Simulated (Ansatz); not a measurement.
## LiCl: phonon heat capacity and phonon entropy against temperature

Harmonic vibrational free energy, entropy and heat capacity at constant volume, per atom, from the force constants of a q mesh, imaginary modes left out; plane waves with PAW datasets, Gamma-centred k mesh. The results are calculated, by Ansatz 0.2.0.

Structure of every row (space group Fm-3m, No. 225):
```
cell vectors (Å)
   0.0000     2.5754     2.5754
   2.5754     0.0000     2.5754
   2.5754     2.5754     0.0000
atoms (fractions of the cell vectors)
Li  0.50000  0.50000  0.50000
Cl  0.00000  0.00000  0.00000
```

Settings of every row: functional PBE; dispersion none; spin none; wave cutoff 420 eV; k mesh 8x8x8; occupations fixed; smearing width 0 eV; pressure 0 GPa; phonon method linear response; q mesh 4x4x4.

```csv
row,temperature (K),phonon heat capacity (kB/atom),phonon entropy (kB/atom),phonon free energy (meV/atom)
1,200,2.582,2.658,13.8
2,300,?,?,?
3,400,2.883,4.572,-50.1
4,500,2.924,5.22,-92.4
5,600,2.947,5.756,-139.7
6,700,2.961,6.211,-191.3
7,800,2.97,6.607,-246.6
8,900,2.976,6.957,-305.1
9,1000,2.981,7.271,-366.4
```

Question: what phonon heat capacity and phonon entropy should row 2 give?

Worked fit of phonon heat capacity. At high temperature a harmonic heat capacity falls short of its limit by a term in 1/T², so take t = (100 K / T)². The shown rows have t = 0.25, 0.0625, 0.04, 0.02778, 0.02041, 0.01562, 0.01235, 0.01. Least squares give phonon heat capacity = 3.0001 − 1.9418 × t + 1.078 × t² kB/atom; a straight line predicts inner rows, each left out in turn, worse (root mean square 0.0042 against 0.00019 kB/atom). All shown rows lie on it to the printed digit. The constant, 3.0001 kB/atom, is to be held against the harmonic limit of 3 k_B an atom. The withheld row has t = 0.11111, so the fit gives 3.0001 − 1.9418 × (0.11111) + 1.078 × (0.11111)² = 2.798 kB/atom.

The calculation gave 2.799 kB/atom. The fit lies 0.001 kB/atom (0.25 % of the column's range) below it, one unit of the last digit.

Worked fit of phonon entropy. Entropy rises as the heat capacity times the change of ln T, so take t = ln(T / 300 K). The shown rows have t = -0.4055, 0.2877, 0.5108, 0.6931, 0.8473, 0.9808, 1.0986, 1.204. Least squares give phonon entropy = 3.7695 + 2.78804 × t + 0.10355 × t² kB/atom; a straight line predicts inner rows, each left out in turn, worse (root mean square 0.027 against 0.0064 kB/atom). The rows lie off it by 0.002, -0.008, -0.001, 0.004, 0.005, 0.003, 0.000, -0.005 (root mean square 0.0042 kB/atom), a smooth pattern that one more power would take up: the form is only approximate. The slope at t = 0, 2.79 kB/atom, estimates the heat capacity at 300 K. The withheld row has t = 0, so the fit gives 3.7695 + 2.78804 × (0) + 0.10355 × (0)² = 3.769 kB/atom.

The calculation gave 3.754 kB/atom. The fit lies 0.015 kB/atom (0.33 % of the column's range) above it; its largest miss of a shown row is 0.008 kB/atom.

The other values of row 2: phonon free energy -14 meV/atom.
